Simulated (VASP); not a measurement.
ZnSe (Stilleite):

```
Se Zn
1.0
     0.00000    2.83380    2.83380
     2.83380    0.00000    2.83380
     2.83380    2.83380    0.00000
Se Zn
1 1
Direct
  0.75000 0.75000 0.75000
  0.00000 0.00000 0.00000
```

Base run:

```yaml
Program: VASP 6.6.1
Functional: revPBE
Potentials_or_basis: VASP PAW PBE potentials, release 64 (Se, Zn)
Cutoff: 520 eV
k_mesh: 8 × 8 × 8
Occupations: fermi-dirac, width 0.05 eV
Spin: no spin polarisation
```

Its results: band gap on the k mesh 1.41 eV, direct; pressure 4.0 GPa.

The run is repeated on the same cell with these changes: functional from revPBE to PW91. What comes out?

Band gap on the k mesh 1.28 eV, direct; pressure 2.3 GPa.

PW91 binds more tightly than revPBE, so the same cell stands under less pressure.

Caveats: the PAW data sets were made with another functional, which shifts forces and pressure a little.

Not every run made on this cell is shown here.
